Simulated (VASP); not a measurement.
Write the native input for VASP 6.6.1 that does the following.

- Task: relaxation of cell and atoms
- Functional: r2SCAN
- Potentials or basis: VASP PAW PBE potentials, release 64 (W_sv, S)
- Cutoff: 600 eV
- k mesh: 12 × 12 × 3
- Occupations: gaussian, width 0.03 eV
- Spin: no spin polarisation
- Further INCAR settings: ALGO = Normal; EDIFF = 1e-07; IBRION = 2; EDIFFG = -0.005; NSW = 90; ISIF = 3

The structure of WS2 (Tungstenite) lies in POSCAR:

```
WS2                                     
1.0
    3.1832498567      0.0000000000     -0.0000000000
   -1.5916249284      2.7567752425      0.0000000000
   -0.0000000000      0.0000000000     13.0235608726
  W               S             
     2     4
Direct
     0.3333333332999970    0.6666666667000030    0.2500000000000000
     0.6666666667000030    0.3333333332999970    0.7500000000000000
     0.3333333332999970    0.6666666667000030    0.6302538969555502
     0.6666666667000030    0.3333333332999970    0.1302538969555503
     0.3333333332999970    0.6666666667000030    0.8697461030444498
     0.6666666667000030    0.3333333332999970    0.3697461030444497
```

One way to write it, as run:

INCAR

```
ALGO     = Normal         # electronic algorithm
EDIFF    = 1E-7           # SCF threshold, eV
EDIFFG   = -0.005         # ionic threshold
ENCUT    = 600            # plane-wave cutoff, eV
IBRION   = 2              # ionic algorithm
ISIF     = 3              # what is computed and relaxed
ISMEAR   = 0              # smearing method
KPAR     = 2            
LASPH    = True           # aspherical terms in the spheres
LCHARG   = False          # write CHGCAR
LMIXTAU  = True         
LREAL    = False          # projectors in reciprocal space
LWAVE    = False          # write WAVECAR
METAGGA  = R2SCAN         # meta-GGA
NELM     = 80             # most SCF steps
NSW      = 90             # ionic steps
PREC     = Accurate       # precision mode
SIGMA    = 0.03           # smearing width, eV
```

KPOINTS

```
k-points
0
Gamma
  12 12 3
```

Potentials or basis: VASP PAW PBE potentials, release 64 (W_sv, S).

Command:

```sh
$ cat potpaw_PBE.64/W_sv/POTCAR potpaw_PBE.64/S/POTCAR > POTCAR
$ mpirun -np 2 vasp_std > vasp.out
```

Results of the run:

```json
{
  "Relaxed volume": "19.05 Å³/atom",
  "Relaxed cell": "a = 3.184 Å, b = 3.184 Å, c = 13.026 Å, α = 90.00°, β = 90.00°, γ = 120.00°",
  "Space group after relaxing (to 0.05 Å)": "P6_3/mmc (No. 194)",
  "Energy gained by relaxing": "0.0 meV/atom",
  "Ionic steps": "3",
  "Pressure after relaxing": "0.0 GPa",
  "Band gap on the k mesh": "1.36 eV, indirect (least direct gap 1.87 eV)"
}
```

Caveat: the PAW data sets were made with another functional, which shifts forces and pressure a little; spin-orbit coupling is left out, which moves the levels of the heavy elements; an odd mesh through Γ misses points on the zone boundary, where band edges often lie.

Run time: 13 min on 2 MPI ranks on Intel(R) Xeon(R) Platinum 8375C CPU @ 2.90GHz (Ice Lake), on a shared host, peak memory 0.39 GiB a rank.
